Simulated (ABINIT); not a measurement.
Wanted: the native input for an ABINIT 10.8.3 (patched build) run.

```
Task                : single point
Functional          : PBEsol
Potentials or basis : PseudoDojo NC SR PBEsol v0.4.1 standard
Cutoff              : 1143 eV
k mesh              : 12 × 12 × 12
Occupations         : fermi-dirac, width 0.05 eV
Spin                : no spin polarisation
```

The system is Zn.

```
Zn
1.0
     0.00000    1.96478    1.96478
     1.96478    0.00000    1.96478
     1.96478    1.96478    0.00000
Zn
1
Direct
  0.00000 0.00000 0.00000
```

This isn't the form of Zn at room conditions, which is hcp.

These files were run (other wordings do the same):

run.abi

```
pp_dirpath "./"
pseudos "Zn.upf"

acell 3*1.0 Angstrom
rprim
     0.0000000000     1.9647760000     1.9647760000
     1.9647760000     0.0000000000     1.9647760000
     1.9647760000     1.9647760000     0.0000000000
ntypat 1
znucl 30
natom 1
typat 1
xred
     0.0000000000     0.0000000000     0.0000000000

ecut 42.0

kptopt 1
ngkpt 12 12 12
nshiftk 1
shiftk 0.0 0.0 0.0

ixc -116133

nband 14
occopt 3
tsmear 0.00183747

nstep 100
tolvrs 1.0e-10

iomode 3
prtwf 0
prteig 0
prtebands 0
enunit 1
prtden 1
prtvha 1
prtvclmb 1
prtpot 1
prtelf 1
```

Potentials or basis: PseudoDojo NC SR PBEsol v0.4.1 standard.

Command:

```bash
$ abinit run.abi > log 2>&1
```

It gave:

```
Pressure                                              : -5.3 GPa
Band gap on the k mesh                                : none (metal or under the smearing width)
Valence electrons inside the program's atomic spheres : Zn 18.10 (radii [1.0584] Å)
```

It took 19 s on 1 thread of Intel(R) Xeon(R) 6975P-C (Granite Rapids), on a shared host, peak memory 0.08 GiB.
